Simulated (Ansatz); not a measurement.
Crystal: Al2O3.

```
Al O
1.0
     4.61378    0.00000    0.00000
     0.00000    9.56328    0.00000
     0.00000    0.00000    3.11986
Al O
4 6
Cartesian
  4.5352 7.8856 0.0000
  0.0785 1.6777 0.0000
  2.2283 6.4593 1.5599
  2.3854 3.1040 1.5599
  2.3069 4.7816 1.5599
  0.5704 7.2016 1.5599
  1.7365 2.4200 0.0000
  2.8773 7.1433 0.0000
  0.0000 0.0000 0.0000
  4.0434 2.3617 1.5599
```

Measurements of this composition are mostly on another form, of space group No. 167.

* Program: Ansatz 0.2.0
* Task: relaxation of cell and atoms
* Functional: PBE
* Dispersion: D3(BJ)
* Potentials or basis: Ansatz PAW
* Cutoff: 420 eV (not typed: the program's choice for these potentials)
* k mesh: 6 × 3 × 9
* Occupations: fermi-dirac, width 0.05 eV
* Spin: no spin polarisation

At the start: volume 13.77 Å³/atom.

Problem. Where does the relaxation end?

Solution. It ends after 14 steps and the volume is 13.21 Å³/atom (-4.0 %); space group Pnnm (No. 58, to 0.05 Å).

The path:
```csv
step,energy change (eV),largest force (eV/Å),volume (Å³)
1,0.0000,0.1922,137.66
2,-0.0587,0.1282,137.39
3,-0.1201,0.1357,137.86
4,-0.1433,0.0782,137.64
5,-0.1674,0.2193,138.13
6,-0.1999,0.0663,135.74
7,-0.2087,0.0177,134.70
8,-0.2166,0.0532,133.39
9,-0.2189,0.0434,132.85
10,-0.2191,0.0007,132.84
11,-0.2079,0.0009,132.84
12,-0.2107,0.0032,132.12
13,-0.2108,0.0025,132.09
14,-0.2084,0.0025,132.09
```

Final structure:
```yaml
crystal:
  lattice:
    - [4.56475, 0.00000, 0.00000]
    - [0.00000, 9.60548, 0.00000]
    - [0.00000, 0.00000, 3.01260]
  atoms:
    - { symbol: Al, position: [0.11470, 0.83371, 0.00000] }
    - { symbol: Al, position: [0.88530, 0.16629, 0.00000] }
    - { symbol: Al, position: [0.61470, 0.66629, 0.50000] }
    - { symbol: Al, position: [0.38530, 0.33371, 0.50000] }
    - { symbol: O, position: [0.50000, 0.50000, 0.50000] }
    - { symbol: O, position: [0.30660, 0.78562, 0.50000] }
    - { symbol: O, position: [0.19340, 0.28562, 0.00000] }
    - { symbol: O, position: [0.80660, 0.71438, 0.00000] }
    - { symbol: O, position: [0.00000, 0.00000, 0.00000] }
    - { symbol: O, position: [0.69340, 0.21438, 0.50000] }
```

Caveat: the plane-wave basis is chosen anew once the cell has moved, so the energies of steps on either side of that aren't comparable; the pressure holds a Pulay correction of +0.5 GPa for the finite cutoff.
